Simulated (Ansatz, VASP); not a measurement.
**One calculation of Mg, two programs**

```
CELL_PARAMETERS angstrom
1.88836 1.09025 2.29897
-1.88836 1.09025 2.29897
0.00000 -2.18049 2.29897
ATOMIC_POSITIONS crystal
Mg 0.00000 0.00000 0.00000
```

Alike in both runs: task single point; functional PBEsol; k mesh 15 × 15 × 15; occupations gaussian, width 0.1 eV; no spin polarisation.

|  | VASP | Ansatz |
| --- | --- | --- |
| version | VASP 6.6.1 | Ansatz 0.2.0 |
| potentials or method | VASP PAW PBE potentials, release 64 (Mg) | scalar-relativistic, plane waves, PAW |
| plane-wave cutoff (eV) | 520 | 420 |
| valence electrons in the cell | 2 | 10 |

```csv
,VASP,Ansatz,Ansatz less VASP
gap on the k mesh at the Fermi level (eV),none,none,-
pressure (GPa),-3.4,-3.4,+0.05
largest component of the traceless stress (GPa),3.68,3.68,-0.008
```

A gap of «none» marks a metal or a gap that the smearing closes. With one functional, cell and mesh, what is left measures potentials, basis and numerics. The two sets of potentials don't hold the same shells in valence.

Caveats: the PAW data sets were made with another functional, which shifts forces and pressure a little (VASP).
